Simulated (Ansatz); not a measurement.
BaSnO3 (cubic perovskite)

```cif
data_BaO3Sn
_chemical_formula_sum 'Ba1 Sn1 O3'
_space_group_name_H-M_alt 'Pm-3m'
_space_group_IT_number 221
_space_group_name_Hall '-P 4 2 3'
_cell_length_a 4.13132
_cell_length_b 4.13132
_cell_length_c 4.13132
_cell_angle_alpha 90.000
_cell_angle_beta 90.000
_cell_angle_gamma 90.000
loop_
_atom_site_label
_atom_site_type_symbol
_atom_site_symmetry_multiplicity
_atom_site_Wyckoff_symbol
_atom_site_fract_x
_atom_site_fract_y
_atom_site_fract_z
_atom_site_occupancy
Ba1 Ba 1 a 0.00000 0.00000 0.00000 1
Sn1 Sn 1 b 0.50000 0.50000 0.50000 1
O1 O 3 c 0.00000 0.50000 0.50000 1
```

This relaxed cell (volume V₀) is scaled evenly in all directions, its shape held. Symmetry pins the atoms to their sites.

Calculation: r2SCAN (plane waves to 500 eV, PAW, scalar-relativistic; Ansatz, an electronic-structure program). k mesh 9×9×9 (Γ-centred), Fermi-Dirac smearing 0.05 eV. The energy includes the smearing's −TS. BaSnO3 was relaxed with its symmetry unable to fall. The zero of ΔE is the relaxed starting cell.

```tsv
V (Å³/atom)	ΔE (meV/atom)
13.256	28.2
13.468	15.4
13.679	6.6
13.891	1.6
14.103	0.0
14.314	1.5
14.526	5.9
14.737	13.0
14.949	22.4
```

### Question
What is the fitted pressure derivative B₀′?

### Answer
4.8.

### Question
What bulk modulus B₀ follows from a third-order Birch-Murnaghan fit?

### Answer
158 GPa. Check by three points about V = 14.103 Å³/atom, step 0.212: d²E/dV² ≈ (1.6 − 2·0.0 + 1.5) meV / 0.212² = 0.0693 eV/Å⁶, and V·d²E/dV² × 160.2 = 157 GPa.

(A scan under strain: stresses follow from slopes of the energy per volume, elastic moduli from its curvatures.)
